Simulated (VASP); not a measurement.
Here is a VASP 6.6.1 calculation.

POSCAR

```
BeTe
1.0
    0.0000000000      2.7700000000      2.7700000000
    2.7700000000      0.0000000000      2.7700000000
    2.7700000000      2.7700000000      0.0000000000
Te Be
1 1
Direct
    0.7500000000      0.7500000000      0.7500000000
    0.0000000000      0.0000000000      0.0000000000
```

Contents of INCAR.step1:

```
SYSTEM = BeTe
PREC = Accurate
ENCUT = 600
EDIFF = 1E-5
ISMEAR = -1
SIGMA = 0.05
LREAL = .False.
LASPH = .True.
NELM = 100
ALGO = Normal
LWAVE = .True.
LCHARG = .False.
GGA = PE
```

INCAR.step2

```
SYSTEM = BeTe
PREC = Accurate
ENCUT = 600
EDIFF = 1E-6
ISMEAR = -1
SIGMA = 0.05
LREAL = .False.
LASPH = .True.
NELM = 100
ALGO = Normal
ISIF = 3
LWAVE = .False.
LCHARG = .False.
GGA = PS
LHFCALC = .True.
AEXX = 0.25
PRECFOCK = Fast
IBRION = 2
NSW = 40
EDIFFG = -0.01
ISTART = 1
```

Contents of KPOINTS:

```
Automatic mesh
0
Gamma
  4 4 4
  0 0 0
```

Potentials or basis: VASP PAW PBE potentials, release 64 (Te, Be).

The run is started by

```bash
$ cat potpaw_PBE.64/Te/POTCAR potpaw_PBE.64/Be/POTCAR > POTCAR
$ cp INCAR.step1 INCAR
$ mpirun -np 1 vasp_std > vasp.out
$ cp INCAR.step2 INCAR
$ mpirun -np 1 vasp_std > vasp.out
```

(1) Predict the space group after relaxing (to 0.05 Å).

(2) What does it give for the relaxed cell?

(3) Estimate the relaxed volume.

Answers

(1) F-43m (No. 216).

(2) a = 3.961 Å, b = 3.961 Å, c = 3.961 Å, α = 60.00°, β = 60.00°, γ = 60.00°.

(3) 21.97 Å³/atom.

Caveat: the k mesh is coarse (spacing up to 0.49 Å⁻¹), so the values aren't converged, least of all with exact exchange; the PAW data sets were made with another functional, which shifts forces and pressure a little.
